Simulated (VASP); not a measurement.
Wanted: the native input for a VASP 6.6.1 run.

```yaml
Task: relaxation of cell and atoms
Functional: PBE
Dispersion: D3(BJ)
Potentials_or_basis: VASP PAW PBE potentials, release 64 (Se, Zr_sv)
Cutoff: 600 eV
k_mesh: 9 × 9 × 1
Occupations: gaussian, width 0.03 eV
Spin: no spin polarisation
Further_INCAR_settings: ALGO = Normal; EDIFF = 1e-06; IBRION = 2; EDIFFG = -0.01; NSW = 90; ISIF = 3
```

The structure of ZrSe2 lies in POSCAR:

```
ZrSe2
1.0
    3.7980000000      0.0000000000      0.0000000000
   -1.8990000000      3.2891644800      0.0000000000
    0.0000000000      0.0000000000     27.2880000000
Se Zr
4 2
Direct
    0.6666666700      0.3333333300      0.3298153000
    0.3333333300      0.6666666700      0.4432717700
    0.6666666700      0.3333333300      0.5567282300
    0.3333333300      0.6666666700      0.6701847000
    0.0000000000      0.0000000000      0.3865435400
    0.0000000000      0.0000000000      0.6134564600
```

One way to write it, as run:

INCAR

```
SYSTEM = ZrSe2
  PREC = Accurate
  ENCUT = 600
  EDIFF = 1E-6
  ISMEAR = 0
  SIGMA = 0.03
  LREAL = .FALSE.
  LASPH = .TRUE.
  NELM = 80
  ALGO = Normal
  ISIF = 3
  LWAVE = .FALSE.
  LCHARG = .FALSE.
  GGA = PE
  IVDW = 12
  IBRION = 2
  NSW = 90
  EDIFFG = -0.01
  LATTICE_CONSTRAINTS = .TRUE. .TRUE. .FALSE.
  KPAR = 4
```

KPOINTS

```
regular mesh
0
G
  9 9 1
  0 0 0
```

Potentials or basis: VASP PAW PBE potentials, release 64 (Se, Zr_sv).

The run is started by

```bash
$ cat potpaw_PBE.64/Se/POTCAR potpaw_PBE.64/Zr_sv/POTCAR > POTCAR
$ mpirun -np 4 vasp_std > vasp.out
```

Results of the run:

The relaxed volume is 55.31 Å³/atom. The relaxed cell is a = 3.747 Å, b = 3.747 Å, c = 27.288 Å, α = 90.00°, β = 90.00°, γ = 120.00°, the space group after relaxing (to 0.05 Å) is P-3m1 (No. 164) and the energy gained by relaxing is 7.6 meV/atom. The ionic steps are 26, the largest force after relaxing is 0.008 eV/Å and the band gap on the k mesh is 0.29 eV, indirect (least direct gap 1.05 eV). The dispersion energy per atom is -0.335 eV.

Wall time 7.1 min on 4 MPI ranks on Intel(R) Xeon(R) 6975P-C (Granite Rapids), on a shared host, peak memory 0.61 GiB a rank.
